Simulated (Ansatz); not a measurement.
# Ni under changes of volume

One of the cells (10.597 Å³/atom); the others are scaled copies at fixed shape and fractional positions:

```
Ni
1.0
    -1.38372    1.38372    1.38372
     1.38372   -1.38372    1.38372
     1.38372    1.38372   -1.38372
Ni
1
Direct
  0.00000 0.00000 0.00000
```

This isn't the form of Ni at room conditions, which is fcc.

| Property | Result |
| --- | --- |
| Program | Ansatz 0.2.0 |
| Functional | PBEsol |
| Potentials or basis | all-electron LAPW, scalar-relativistic |
| Cutoff | 365 eV (chosen from the basis error) |
| Basis error allowed | 0.0005 eV/atom |
| k mesh | 13 × 13 × 13 |
| Occupations | fermi-dirac, width 0.05 eV |
| Spin | collinear spin, ferromagnetic start |
| Starting moments | [1.0] μB |

| volume (Å³/atom) | energy over the lowest point (meV/atom) | pressure (GPa) | moment (μB per cell) |
| --- | --- | --- | --- |
| 9.962 | ? | ? | ? |
| 10.174 | 5.88 | 7.0 | 0.56 |
| 10.385 | 0.00 | 2.0 | 0.58 |
| 10.597 | 0.41 | -2.4 | 0.59 |
| 10.809 | 6.42 | -6.4 | 0.60 |
| 11.021 | 17.39 | -9.9 | 0.61 |
| 11.233 | 32.76 | -13.0 | 0.62 |

Problem. What does the run at 9.962 Å³/atom give?

Solution. Energy over the lowest point 18.78 meV/atom; pressure 12.4 GPa; moment 0.52 μB per cell.

Worked out: A Birch-Murnaghan fit of order 3 (a polynomial in V^(-2/3)) to the other rows has its minimum at 10.48 Å³/atom with B0 = V·E''(V) = 224 GPa and B' = 5.0. It gives 18.91 meV/atom at 9.962 Å³/atom, against the run's 18.78, and -dE/dV = 12.8 GPa, against 12.4. A straight line through the other rows of the moment, of slope 0.0539 μB per Å³/atom, extrapolates to 0.55 μB, against the run's 0.52.

Energies are extrapolated to zero smearing.
